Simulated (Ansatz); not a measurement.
A run of Ansatz 0.2.0:

input.yaml

```yaml
crystal:
  lattice:
    - [2.12754933, 0.0, 0.0]
    - [0.0, 3.17406294, 0.0]
    - [0.0, 0.0, 4.95098018]
  atoms:
    - { symbol: B, position: [0.0, 0.5, 0.0] }
    - { symbol: As, position: [0.5, 0.5, 0.5] }
hamiltonian:
  xc: pbe
  pseudopotentials: { kind: paw }
kpoints:
  mp_grid: { grid: [12, 8, 6] }
scf:
  occupations: { method: gaussian, width: 0.021 }
output:
  forces: true
  stress: true
  eigenvalues: true
  write_density: true
  write_potential: true
  elf: true
  volumetric_format: npy
```

Potentials or basis: Ansatz PAW.

The run is started by

```sh
$ ansatz run input.yaml --threads 2 --pin off --max-ram 5632MiB --backend cpu --events-out ev --progress --plain --runs-dir out
```

Hardware: 2 threads of Arm Neoverse V2, on a shared host.

Q: How long does it take, and how much memory?

A: Wall time 2 s on 2 threads of Arm Neoverse V2, on a shared host, peak memory 0.34 GiB. Counts: scf iterations 6, plane waves 657, k points 140, bands 13.
